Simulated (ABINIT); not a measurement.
# BN (P6_3mc): G0W0 in ABINIT against the plane-wave cutoff, part 2 of 2

Aim: move the plane-wave cutoff of a G0W0 run on BN (P6_3mc) over a wide range.

ABINIT 10.8.3; PBEsol and many-body steps on it, plane waves. Known limits of the many-body steps: not at the basis limit; coarse k mesh.

So far. Step 5 (Empty states on the mesh, 3×3×2 mesh, 21 bands): On this mesh the gap is 5.040 eV. Step 6 (Screening, 3×3×2 mesh, 17 bands, screening to 106.1 eV): Local fields lower ε∞ by 4 %. On a Γ-centred mesh this coarse the value itself is usually too large, while a short band sum pulls it down.

The database entry behind the starting cell has ideal inner coordinates that were not refined, so it need not match the best structure at ambient conditions.

### 8. Screening, 3×3×2 mesh, 17 bands, screening to 106.1 eV

This step: RPA screening on PBEsol, plane waves, norm-conserving pseudopotentials.

run.abi

```
acell 3*1.0 Angstrom
rprim 
  2.536000000002 -0.000000000000 0.000000000000
  -1.268000000000 2.196240423999 0.000000000000
  0.000000000000 0.000000000000 4.199000000000
ntypat 2
znucl 5 7
natom 4
typat 1 1 2 2
xred 
  0.666666666667 0.333333333333 0.000000000000
  0.333333333333 0.666666666667 0.500000000000
  0.666666666667 0.333333333333 0.375000000000
  0.333333333333 0.666666666667 0.875000000000
pp_dirpath "pseudos"
pseudos "B.upf, N.upf"
ecut 29
ngkpt 3 3 2
nshiftk 1
shiftk 0 0 0
kptopt 1
chksymbreak 0
istwfk *1
occopt 1
irdwfk 1
optdriver 3
nband 17
ecuteps 3.9
inclvkb 2
awtr 1
symchi 1
indata_prefix "in"
outdata_prefix "out"
tmpdata_prefix "tmp"
```

Started as:

```console
$ OMP_NUM_THREADS=1 mpirun -n 4 abinit run.abi > log
```

Numbers of over 12 decimals in the logs are rounded to 6 here.

Log:

```text
.Version 10.8.3 of ABINIT. v10.8.2 released Aug 2026.

 Symmetries : space group P6_3 m c (#186); Bravais hP (primitive hexag.)
[... echo of the input left out ...]
== DATASET  1 ==================================================================
-   mpi_nproc: 4, omp_nthreads: 1 (-1 if OMP is not activated)

--- !DatasetInfo
iteration_state: {dtset: 1, }
dimensions: {natom: 4, nkpt: 6, mband: 17, nsppol: 1, nspinor: 1, nspden: 1, mpw: 1184, }
cutoff_energies: {ecut:  29.0, pawecutdg:  -1.0, }
electrons: {nelect:   1.60000000E+01, charge:   0.00000000E+00, occopt:   1.00000000E+00, tsmear:   1.00000000E-02, }

 SCREENING: Calculation of the susceptibility and dielectric matrices

 Based on a program developped by R.W. Godby, V. Olevano, G. Onida, and L. Reining.
 Incorporated in ABINIT by V. Olevano, G.-M. Rignanese, and M. Torrent.
.Using double precision arithmetic ; gwpc =  8

[... cell and pseudopotentials left out ...]
--------------------------------------------------------------------------------

 ==== K-mesh for the wavefunctions ====
 Number of points in the irreducible wedge :     6
[... list of points left out ...]
 Together with 12 symmetry operations and time-reversal symmetry
 yields    18 points in the full Brillouin Zone.

 ==== Q-mesh for the screening function ====
 Number of points in the irreducible wedge :     6
[... list of points left out ...]
 Together with 12 symmetry operations and time-reversal symmetry
 yields    18 points in the full Brillouin Zone.

 setmesh: FFT mesh size selected  =    15x   15x   30
          total number of points  =         6750

 vcoul_init : cutoff-mode = AUXILIARY_FUNCTION
 q-points for optical limit:   1
     1)      0.000010    0.000020    0.000030

- screening: taking advantage of time-reversal symmetry
- Maximum band index for partially occupied states nbvw = 8
- Remaining bands to be divided among processors   nbcw = 9
- Number of bands treated by each node ~2

 Number of electrons calculated from density =   16.0000; Expected =   16.0000
 average of density, n =  0.101379
 r_s =    1.3304
 omega_plasma =   30.7135 [eV]

 calculating chi0 at frequencies [eV] :
  1    0.000000E+00    0.000000E+00
  2    0.000000E+00    3.071353E+01

--------------------------------------------------------------------------------
  q-point number  1        q = ( 0.000000, 0.000000, 0.000000) [r.l.u.]
--------------------------------------------------------------------------------
[... chi0 elements left out ...]
 For q-point:  0.000010 0.000020 0.000030
  dielectric constant =   5.1222
  dielectric constant without local fields =   5.3241

  Average fulfillment of the sum rule on Im[epsilon] for q-point    1 :     24.51  [%]
[... wings left out ...]
  q-point number  2        q = ( 0.333333, 0.000000, 0.000000) [r.l.u.]
--------------------------------------------------------------------------------
[... chi0 elements left out ...]
  Average fulfillment of the sum rule on Im[epsilon] for q-point    2 :     36.27  [%]

 [... 4 further q-points ...]
```

The job ended after 2.9 s (4 MPI ranks of Arm Neoverse N1, shared host; peak memory 0.07 GiB; 11 s of CPU time).

Numbers from this step:

```yaml
eps_infinity_with_local_fields_on_this_mesh_along_the_program_s_q_direction: 5.122
the_same_without_local_fields: 5.324
plasma_frequency: 30.71 eV
plane_waves_in_the_screening_matrix: 55
```

### 9. 29 Ha

The self-energy is evaluated for the states that the input lists, and the levels follow from it, in one-shot runs by the linearised quasiparticle equation.

This step: G0W0 on PBEsol, plane waves, norm-conserving pseudopotentials.

Edit run.abi of step 8 so:

```diff
@@ -25,8 +25,17 @@
 irdwfk 1
-optdriver 3
+optdriver 4
 nband 17
+gwcalctyp 0
+ecutsigx 29
+symsigma 1
+nkptgw 2
+kptgw 
+  0.0000000000 0.0000000000 0.0000000000
+  0.3333333333 0.3333333333 0.0000000000
+bdgw 
+  7 10
+  7 11
 ecuteps 3.9
-inclvkb 2
-awtr 1
-symchi 1
+irdscr 1
+ppmodel 1
 indata_prefix "in"
```

Log:

```text
.Version 10.8.3 of ABINIT. v10.8.2 released Aug 2026.

 Symmetries : space group P6_3 m c (#186); Bravais hP (primitive hexag.)
[... echo of the input left out ...]
== DATASET  1 ==================================================================
-   mpi_nproc: 4, omp_nthreads: 1 (-1 if OMP is not activated)

--- !DatasetInfo
iteration_state: {dtset: 1, }
dimensions: {natom: 4, nkpt: 6, mband: 17, nsppol: 1, nspinor: 1, nspden: 1, mpw: 1184, }
cutoff_energies: {ecut:  29.0, pawecutdg:  -1.0, }
electrons: {nelect:   1.60000000E+01, charge:   0.00000000E+00, occopt:   1.00000000E+00, tsmear:   1.00000000E-02, }

 SIGMA: Calculation of the GW corrections

 Based on a program developped by R.W. Godby, V. Olevano, G. Onida, and L. Reining.
 Incorporated in ABINIT by V. Olevano, G.-M. Rignanese, and M. Torrent.
.Using double precision arithmetic ; gwpc =  8

[... cell and pseudopotentials left out ...]
--------------------------------------------------------------------------------

 ==== K-mesh for the wavefunctions ====
 Number of points in the irreducible wedge :     6
[... list of points left out ...]
 Together with 12 symmetry operations and time-reversal symmetry
 yields    18 points in the full Brillouin Zone.

 ==== Q-mesh for screening function ====
 Number of points in the irreducible wedge :     6
[... list of points left out ...]
 Together with 12 symmetry operations and time-reversal symmetry
 yields    18 points in the full Brillouin Zone.

 vcoul_init : cutoff-mode = AUXILIARY_FUNCTION
 q-points for optical limit:   1
     1)      0.000010    0.000020    0.000030
 setmesh: FFT mesh size selected  =    24x   24x   40
          total number of points  =        23040

 Number of electrons calculated from density =   16.0000; Expected =   16.0000
[...]
number of omega for Sigma on real axis              0
 max omega for Sigma on real axis  [eV]           0.00
 zcut for avoiding poles [eV]                     0.10

 EPSILON^-1 parameters (SCR file):
 dimension of the eps^-1 matrix on file             55
 dimension of the eps^-1 matrix used                55
 number of plane-waves for wavefunctions          1153
 number of bands                                    17
 number of q-points in IBZ                           6
 number of frequencies                               2
 number of real frequencies                          1
 number of imag frequencies                          1

 matrix elements of self-energy operator (all in [eV])

 Perturbative Calculation

--- !SelfEnergy_ee
iteration_state: {dtset: 1, }
kpoint     : [   0.000,    0.000,    0.000, ]
spin       : 1
KS_gap     :    8.441
QP_gap     :   10.960
Delta_QP_KS:    2.520
data: !SigmaeeData |
     Band     E0 <VxcDFT>   SigX SigC(E0)      Z dSigC/dE  Sig(E)    E-E0       E
        7   8.540 -18.521 -22.204   4.154   0.836  -0.196 -18.127   0.393   8.933
        8   8.540 -18.521 -22.204   4.154   0.836  -0.196 -18.127   0.393   8.933
        9  16.980 -13.575  -6.745  -3.436   0.858  -0.165 -10.662   2.913  19.894
[...]
--- !SelfEnergy_ee
iteration_state: {dtset: 1, }
kpoint     : [   0.333,    0.333,    0.000, ]
spin       : 1
KS_gap     :   10.532
QP_gap     :   13.060
Delta_QP_KS:    2.527
data: !SigmaeeData |
     Band     E0 <VxcDFT>   SigX SigC(E0)      Z dSigC/dE  Sig(E)    E-E0       E
[...]
10  22.085 -15.747  -7.518  -4.229   0.829  -0.207 -12.432   3.315  25.400
       11  22.085 -15.747  -7.518  -4.229   0.829  -0.207 -12.432   3.315  25.400

== END DATASET(S) ==============================================================
================================================================================

 -outvars: echo values of variables after computation  --------
           etotal      0.0000000000E+00
            nband          17
             nkpt           6
          spgroup         186
 [... the other variables as echoed above ...]

 Calculation completed.
```

It took 2.8 s on 4 MPI ranks; peak memory 0.08 GiB; 11 s of CPU time.

This step gave:

| Quantity | Value |
| --- | --- |
| G0W0 gap on the points computed | 6.923 eV |
| starting gap on the mesh | 5.029 eV |
| k of the valence top | 0, 0, 0 |
| k of the conduction bottom | 0.3333, 0.3333, 0 |
| Z at the valence top | 0.836 |
| Z at the conduction bottom | 0.87 |
| least direct G0W0 gap on the computed points | 10.96 eV |

The gap on the mesh goes from 5.03 eV to 6.92 eV, a correction of +1.89 eV.

### 10. Screening, 3×3×2 mesh, 17 bands, screening to 106.1 eV

This step: RPA screening on PBEsol, plane waves, norm-conserving pseudopotentials.

Edit run.abi of step 9 so:

```diff
@@ -16,3 +16,3 @@
 pseudos "B.upf, N.upf"
-ecut 29
+ecut 36
 ngkpt 3 3 2
@@ -25,17 +25,8 @@
 irdwfk 1
-optdriver 4
+optdriver 3
 nband 17
-gwcalctyp 0
-ecutsigx 29
-symsigma 1
-nkptgw 2
-kptgw 
-  0.0000000000 0.0000000000 0.0000000000
-  0.3333333333 0.3333333333 0.0000000000
-bdgw 
-  7 10
-  7 11
 ecuteps 3.9
-irdscr 1
-ppmodel 1
+inclvkb 2
+awtr 1
+symchi 1
 indata_prefix "in"
```

Log:

```text
.Version 10.8.3 of ABINIT. v10.8.2 released Aug 2026.

 Symmetries : space group P6_3 m c (#186); Bravais hP (primitive hexag.)
[... echo of the input left out ...]
== DATASET  1 ==================================================================
-   mpi_nproc: 4, omp_nthreads: 1 (-1 if OMP is not activated)

--- !DatasetInfo
iteration_state: {dtset: 1, }
dimensions: {natom: 4, nkpt: 6, mband: 17, nsppol: 1, nspinor: 1, nspden: 1, mpw: 1677, }
cutoff_energies: {ecut:  36.0, pawecutdg:  -1.0, }
[...]
--------------------------------------------------------------------------------
[... chi0 elements left out ...]
 For q-point:  0.000010 0.000020 0.000030
  dielectric constant =   5.1137
  dielectric constant without local fields =   5.3149

  Average fulfillment of the sum rule on Im[epsilon] for q-point    1 :     24.49  [%]
[... wings left out ...]
  q-point number  2        q = ( 0.333333, 0.000000, 0.000000) [r.l.u.]
--------------------------------------------------------------------------------
[... chi0 elements left out ...]
  Average fulfillment of the sum rule on Im[epsilon] for q-point    2 :     36.24  [%]

 [... 4 further q-points ...]
```

Run time: 3.1 s. Hardware: 4 MPI ranks; peak memory 0.27 GiB; 12 s of CPU time.

This step gave:

```
ε∞ with local fields, on this mesh, along the program's q direction : 5.114
the same without local fields                                       : 5.315
plasma frequency                                                    : 30.71 eV
plane waves in the screening matrix                                 : 55
```

### 11. 36 Ha

This step: G0W0 on PBEsol, plane waves, norm-conserving pseudopotentials.

Edit run.abi of step 10 so:

```diff
@@ -25,8 +25,17 @@
 irdwfk 1
-optdriver 3
+optdriver 4
 nband 17
+gwcalctyp 0
+ecutsigx 36
+symsigma 1
+nkptgw 2
+kptgw 
+  0.0000000000 0.0000000000 0.0000000000
+  0.3333333333 0.3333333333 0.0000000000
+bdgw 
+  7 10
+  7 11
 ecuteps 3.9
-inclvkb 2
-awtr 1
-symchi 1
+irdscr 1
+ppmodel 1
 indata_prefix "in"
```

Log:

```text
.Version 10.8.3 of ABINIT. v10.8.2 released Aug 2026.

 Symmetries : space group P6_3 m c (#186); Bravais hP (primitive hexag.)
[... echo of the input left out ...]
== DATASET  1 ==================================================================
-   mpi_nproc: 4, omp_nthreads: 1 (-1 if OMP is not activated)

--- !DatasetInfo
iteration_state: {dtset: 1, }
dimensions: {natom: 4, nkpt: 6, mband: 17, nsppol: 1, nspinor: 1, nspden: 1, mpw: 1677, }
cutoff_energies: {ecut:  36.0, pawecutdg:  -1.0, }
[...]
Band     E0 <VxcDFT>   SigX SigC(E0)      Z dSigC/dE  Sig(E)    E-E0       E
[...]
10  22.069 -15.753  -7.525  -4.228   0.829  -0.207 -12.437   3.315  25.384
       11  22.069 -15.753  -7.525  -4.228   0.829  -0.207 -12.437   3.316  25.385

== END DATASET(S) ==============================================================
================================================================================

 -outvars: echo values of variables after computation  --------
           etotal      0.0000000000E+00
            nband          17
             nkpt           6
          spgroup         186
 [... the other variables as echoed above ...]

 Calculation completed.
```

Wall time 3.1 s (4 MPI ranks); peak memory 0.24 GiB.

This step gave:

```yaml
g0w0_gap_on_the_points_computed: 6.938 eV
starting_gap_on_the_mesh: 5.041 eV
k_of_the_valence_top: 0, 0, 0
k_of_the_conduction_bottom: 0.3333, 0.3333, 0
least_direct_g0w0_gap_on_the_computed_points: 10.97 eV
```

Against the run before, the gap moves by +0.015 eV.

### 12. Screening, 3×3×2 mesh, 17 bands, screening to 106.1 eV

This step: RPA screening on PBEsol, plane waves, norm-conserving pseudopotentials.

Edit run.abi of step 11 so:

```diff
@@ -16,3 +16,3 @@
 pseudos "B.upf, N.upf"
-ecut 36
+ecut 45
 ngkpt 3 3 2
@@ -25,17 +25,8 @@
 irdwfk 1
-optdriver 4
+optdriver 3
 nband 17
-gwcalctyp 0
-ecutsigx 36
-symsigma 1
-nkptgw 2
-kptgw 
-  0.0000000000 0.0000000000 0.0000000000
-  0.3333333333 0.3333333333 0.0000000000
-bdgw 
-  7 10
-  7 11
 ecuteps 3.9
-irdscr 1
-ppmodel 1
+inclvkb 2
+awtr 1
+symchi 1
 indata_prefix "in"
```

Log:

```text
.Version 10.8.3 of ABINIT. v10.8.2 released Aug 2026.

 Symmetries : space group P6_3 m c (#186); Bravais hP (primitive hexag.)
[... echo of the input left out ...]
== DATASET  1 ==================================================================
-   mpi_nproc: 4, omp_nthreads: 1 (-1 if OMP is not activated)

--- !DatasetInfo
iteration_state: {dtset: 1, }
dimensions: {natom: 4, nkpt: 6, mband: 17, nsppol: 1, nspinor: 1, nspden: 1, mpw: 2280, }
cutoff_energies: {ecut:  45.0, pawecutdg:  -1.0, }
[...]
--------------------------------------------------------------------------------
[... chi0 elements left out ...]
 For q-point:  0.000010 0.000020 0.000030
  dielectric constant =   5.1138
  dielectric constant without local fields =   5.3150

  Average fulfillment of the sum rule on Im[epsilon] for q-point    1 :     24.49  [%]
[... wings left out ...]
  q-point number  2        q = ( 0.333333, 0.000000, 0.000000) [r.l.u.]
--------------------------------------------------------------------------------
[... chi0 elements left out ...]
  Average fulfillment of the sum rule on Im[epsilon] for q-point    2 :     36.24  [%]

 [... 4 further q-points ...]
```

Wall time 3.2 s (4 MPI ranks); peak memory 0.3 GiB; 13 s of CPU time.

This step gave:

```yaml
eps_infinity_with_local_fields_on_this_mesh_along_the_program_s_q_direction: 5.114
the_same_without_local_fields: 5.315
plasma_frequency: 30.71 eV
plane_waves_in_the_screening_matrix: 55
```

### 13. 45 Ha

This step: G0W0 on PBEsol, plane waves, norm-conserving pseudopotentials.

Edit run.abi of step 12 so:

```diff
@@ -25,8 +25,17 @@
 irdwfk 1
-optdriver 3
+optdriver 4
 nband 17
+gwcalctyp 0
+ecutsigx 45
+symsigma 1
+nkptgw 2
+kptgw 
+  0.0000000000 0.0000000000 0.0000000000
+  0.3333333333 0.3333333333 0.0000000000
+bdgw 
+  7 10
+  7 11
 ecuteps 3.9
-inclvkb 2
-awtr 1
-symchi 1
+irdscr 1
+ppmodel 1
 indata_prefix "in"
```

Log:

```text
.Version 10.8.3 of ABINIT. v10.8.2 released Aug 2026.

 Symmetries : space group P6_3 m c (#186); Bravais hP (primitive hexag.)
[... echo of the input left out ...]
== DATASET  1 ==================================================================
-   mpi_nproc: 4, omp_nthreads: 1 (-1 if OMP is not activated)

--- !DatasetInfo
iteration_state: {dtset: 1, }
dimensions: {natom: 4, nkpt: 6, mband: 17, nsppol: 1, nspinor: 1, nspden: 1, mpw: 2280, }
cutoff_energies: {ecut:  45.0, pawecutdg:  -1.0, }
[...]
Band     E0 <VxcDFT>   SigX SigC(E0)      Z dSigC/dE  Sig(E)    E-E0       E
[...]
10  22.067 -15.753  -7.526  -4.229   0.829  -0.207 -12.440   3.313  25.380
       11  22.067 -15.753  -7.526  -4.229   0.829  -0.207 -12.440   3.313  25.380

== END DATASET(S) ==============================================================
================================================================================

 -outvars: echo values of variables after computation  --------
           etotal      0.0000000000E+00
            nband          17
             nkpt           6
          spgroup         186
 [... the other variables as echoed above ...]

 Calculation completed.
```

Elapsed: 3.1 s, on 4 MPI ranks; peak memory 0.25 GiB.

This step gave:

| Item | Value |
| --- | --- |
| G0W0 gap on the points computed | 6.937 eV |
| starting gap on the mesh | 5.040 eV |
| k of the valence top | 0, 0, 0 |
| k of the conduction bottom | 0.3333, 0.3333, 0 |
| least direct G0W0 gap on the computed points | 10.97 eV |

Against the run before, the gap moves by −0.001 eV.

### 14. The runs together

Times are wall times on 4 MPI ranks of Arm Neoverse N1, shared host, good to a factor of about two. A run's time includes the screening step that it read.

```tsv
run	mesh	bands	screening cutoff (eV)	DFT gap (eV)	gap on the mesh (eV)	direct (eV)	ε∞ used	time
22 Ha	3×3×2	17	106.1	4.954	6.846	10.940	5.16	5.6 s
29 Ha	3×3×2	17	106.1	5.029	6.923	10.961	5.12	5.7 s
36 Ha	3×3×2	17	106.1	5.041	6.938	10.967	5.11	6.2 s
45 Ha	3×3×2	17	106.1	5.040	6.937	10.966	5.11	6.3 s
```

### 15. Outcome

```yaml
22_ha: 6.846 eV
29_ha: 6.923 eV
36_ha: 6.938 eV
45_ha: 6.937 eV
known_limits: not at the basis limit; coarse k mesh
```

What this shows: The setting moved: plane-wave cutoff. From 22 Ha to 45 Ha the gap moves by +0.09 eV. It holds to 0.03 eV from 29 Ha on. Bands and screening cutoff are coupled, so a series along one setting does not show full convergence. Bands and cutoff are finite, so the gap is not at the basis limit. The miss can reach some tenths of an eV and take either sign; the mesh is an error of its own. In the G0W0 runs levels were corrected at 2 k points alone, so a gap called «on the mesh» is the least over those, and an edge elsewhere would be missed. The 3×3×2 mesh is coarse for this cell, which bears on the long-range parts of exchange and screening.

[Paths, hosts, dates, memory and timing lines, banners, echoed tables and standing remarks are left out of the program output.]

[Logs are printed without paths, hosts, clocks, repeated set-up lines and the standing remarks that a program may print on its own settings, such as how far it seeks lower states.]

[Runs of the session that timed out or met a known fault of the program may be left out.]

[Hosts, paths, dates, database ids (printed as entryN), source tags and the programs' standing remarks are cut or masked in the printed files.]

[G0W0 gaps are taken among the corrected bands and points alone; a level outside them can change the order at an edge.]

[Where Ansatz stands beside ABINIT at settings called matched, ABINIT's density can come from a denser mesh and the files from another edition; pairs whose starting gaps differed by over 0.03 eV were left out, so agreement reads better than it is.]
